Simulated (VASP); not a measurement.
**HPb2: relaxation of cell and atoms with PBE**

HPb2:

```xyz
3
Lattice="4.6423 0.0000 0.0000 -2.3212 4.0204 0.0000 0.0000 0.0000 3.4162" Properties=species:S:1:pos:R:3 pbc="T T T"
H     0.0000    0.0000    0.0000
Pb    0.0000    2.6802    1.5373
Pb    2.3212    1.3401    1.8789
```

The cell was built by a generator and needn't be a form met in nature.

```yaml
Program: VASP 6.6.1
Task: relaxation of cell and atoms
Functional: PBE
Potentials_or_basis: VASP PAW PBE potentials, release 64 (H, Pb_d)
Cutoff: 600 eV
k_mesh: 7 × 7 × 8
Occupations: gaussian, width 0.05 eV
Spin: no spin polarisation
Further_INCAR_settings: ALGO = Normal; EDIFF = 1e-07; IBRION = 2; EDIFFG = -0.02; NSW = 60; ISIF = 3
```

```yaml
Relaxed_volume: 24.13 Å³/atom
Relaxed_cell: a = 4.875 Å, b = 4.875 Å, c = 3.516 Å, α = 90.00°, β = 90.00°, γ = 120.00°
Space_group_after_relaxing_to_0.05_Å: P-3m1 (No. 164)
Energy_gained_by_relaxing: 593.0 meV/atom
Ionic_steps: 35
Pressure_after_relaxing: 0.0 GPa
Largest_force_after_relaxing: 0.005 eV/Å
Band_gap_on_the_k_mesh: none (metal or under the smearing width)
```

Forces in eV/Å, atoms in the order of the input:
```
H    0.000  0.000  0.000
Pb   0.000  0.000  0.005
Pb   0.000  0.000 -0.005
```

Step by step:
| step | energy change (eV) | largest force (eV/Å) | pressure (GPa) | volume (Å³) |
| --- | --- | --- | --- | --- |
| 1 | 0.0000 | 0.9783 | 15.35 | 63.76 |
| 2 | -0.9013 | 0.2779 | -2.05 | 84.10 |
| 3 | -0.9127 | 0.3460 | -0.79 | 80.89 |
| 4 | -0.9132 | 0.3334 | -1.03 | 81.43 |
| 5 | -0.9533 | 0.3052 | -0.78 | 79.88 |
| 6 | -0.9853 | 0.2992 | -0.18 | 77.71 |
| 7 | -0.9238 | 0.3435 | 2.50 | 73.28 |
| 8 | -0.9881 | 0.3254 | 0.11 | 76.98 |
| 9 | -0.9881 | 0.3483 | 0.59 | 76.03 |
| 10 | -0.9892 | 0.3396 | 0.36 | 76.47 |
| 11 | -1.0107 | 0.3722 | 0.15 | 76.71 |
| 12 | -1.0809 | 0.4586 | -0.45 | 77.44 |
| 13 | -1.2390 | 0.5126 | -1.43 | 78.90 |
| 14 | -1.3966 | 0.0721 | -2.35 | 81.85 |
| 15 | -1.4026 | 0.0573 | -2.35 | 81.78 |
| 16 | -1.4186 | 0.0174 | -2.33 | 81.56 |
| 17 | -1.4407 | 0.0808 | -2.19 | 81.12 |
| 18 | -1.4345 | 0.2563 | -1.65 | 80.22 |
| 19 | -1.4456 | 0.1862 | -1.94 | 80.70 |
| 20 | -1.4634 | 0.1928 | -1.84 | 80.23 |
| 21 | -1.5178 | 0.2004 | -1.54 | 78.81 |
| 22 | -1.6133 | 0.1801 | -0.79 | 76.00 |
| 23 | -1.7311 | 0.0888 | 1.60 | 70.43 |
| 24 | -1.7312 | 0.0218 | 2.66 | 68.52 |
| 25 | -1.7347 | 0.0313 | 2.15 | 69.38 |
| 26 | -1.7671 | 0.0902 | 1.02 | 70.58 |
| 27 | -1.7710 | 0.1462 | 0.57 | 71.14 |
| 28 | -1.7710 | 0.1516 | 0.53 | 71.21 |
| 29 | -1.7746 | 0.1195 | 0.24 | 71.73 |
| 30 | -1.7771 | 0.0504 | -0.34 | 72.93 |
| 31 | -1.7772 | 0.0614 | -0.26 | 72.73 |
| 32 | -1.7786 | 0.0274 | -0.09 | 72.48 |
| 33 | -1.7790 | 0.0012 | 0.05 | 72.28 |
| 34 | -1.7791 | 0.0048 | 0.07 | 72.25 |
| 35 | -1.7791 | 0.0047 | 0.00 | 72.38 |

Final structure:
```
H Pb
1.0
     4.87523    0.00000    0.00000
    -2.43761    4.22207    0.00000
     0.00000    0.00000    3.51628
H Pb
1 2
Direct
  0.00000 0.00000 0.00000
  0.33333 0.66667 0.22092
  0.66667 0.33333 0.77908
```

Levels at points of the mesh, in eV from the Fermi level:
| k point | band 11 | band 12 | band 13 | band 14 | band 15 | band 16 | band 17 | band 18 |
| --- | --- | --- | --- | --- | --- | --- | --- | --- |
| (0.00, 0.00, 0.00) | -11.32 | -5.51 | -1.20 | -1.03 | -1.03 | 2.16 | 2.16 | 2.64 |
| (0.00, 0.00, 0.50) | -8.73 | -7.65 | -0.64 | -0.30 | 0.74 | 1.58 | 1.58 | 2.26 |

It took 14 min on 1 thread of Intel(R) Xeon(R) Platinum 8559C (Emerald Rapids) (shared host), peak memory 0.25 GiB.

The run has no spin-orbit coupling, so splittings on Pb are missing.
